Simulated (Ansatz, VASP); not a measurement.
**One calculation of NiO, two programs**

The input INCAR:

```
PREC     = Accurate       # precision mode
ENCUT    = 520            # plane-wave cutoff, eV
EDIFF    = 1E-7           # SCF threshold, eV
ISMEAR   = -1             # smearing method
SIGMA    = 0.05           # smearing width, eV
LREAL    = False          # projectors in reciprocal space
LASPH    = True           # aspherical terms in the spheres
NELM     = 150            # most SCF steps
ALGO     = Normal         # electronic algorithm
ISIF     = 2              # what is computed and relaxed
LWAVE    = False          # write WAVECAR
LCHARG   = False          # write CHGCAR
ISPIN    = 2              # spin polarisation
MAGMOM   = 1 0            # initial moments
LORBIT   = 11             # projections on sites
LMAXMIX  = 4              # l up to which the mixer works
NBANDS   = 19             # bands
```

File KPOINTS:

```
regular mesh
0
Gamma
  11 11 11
```

POSCAR

```
NiO
1.0
    0.0000000000      2.0859016414      2.0859016414
    2.0859016414      0.0000000000      2.0859016414
    2.0859016414      2.0859016414      0.0000000000
Ni O
1 1
Direct
    0.0000000000      0.0000000000      0.0000000000
    0.5000000000      0.5000000000      0.5000000000
```

Contents of input.yaml:

```yaml
crystal:
  lattice:
    - [0.0, 2.0859016414, 2.0859016414]
    - [2.0859016414, 0.0, 2.0859016414]
    - [2.0859016414, 2.0859016414, 0.0]
  atoms:
    - { symbol: Ni, position: [0.0, 0.0, 0.0], spin: 1.0 }
    - { symbol: O, position: [0.5, 0.5, 0.5] }
kpoints:
  mp_grid: { grid: [11, 11, 11] }
  band_path:
    path:
      - [0.0, 0.0, 0.0]
      - [0.5, 0.0, 0.5]
      - [0.5, 0.25, 0.75]
      - [0.375, 0.375, 0.75]
      - [0.0, 0.0, 0.0]
      - [0.5, 0.5, 0.5]
      - [0.625, 0.25, 0.625]
      - [0.5, 0.25, 0.75]
    npoints: 8
scf:
  occupations: { method: fermi_dirac, width: 0.05 }
hamiltonian:
  xc: lda
  pseudopotentials: { kind: all_electron, lapw: { basis_error: 0.001 } }
magnetization:
  spin_polarized: true
output:
  forces: true
  stress: true
  eigenvalues: true
```

Alike in both runs: functional LDA; k mesh 11 × 11 × 11; occupations fermi-dirac, width 0.05 eV; collinear spin.

|  | VASP | Ansatz |
| --- | --- | --- |
| version | VASP 6.6.1 | Ansatz 0.2.0 |
| potentials or method | VASP PAW LDA potentials, release 64 (Ni, O) | all-electron LAPW, scalar-relativistic |
| plane-wave cutoff (eV) | 520 | see its input |
| task | single point | band structure |

```csv
,VASP,Ansatz,Ansatz less VASP
gap on the k mesh at the Fermi level (eV),none,none,-
pressure (GPa),-19.6,-19.8,-0.13
net moment per atom (μB),0.12,0.15,+0.032
size of the moment on the site where the two differ most (μB),0.20,0.26,+0.058
```

Site moments also hang on the region over which each program counts them. A gap of «none» marks a metal or a gap that the smearing closes. Ansatz ran all-electron here, so the differences hold the error of VASP's frozen core and of both bases.

Caveats: semilocal functionals often make such compounds metallic where correlation or magnetic order opens a gap, which also shifts bond lengths; so large a pressure means that the cell lies far from this level's equilibrium, or that cutoff or potentials fall short (VASP).
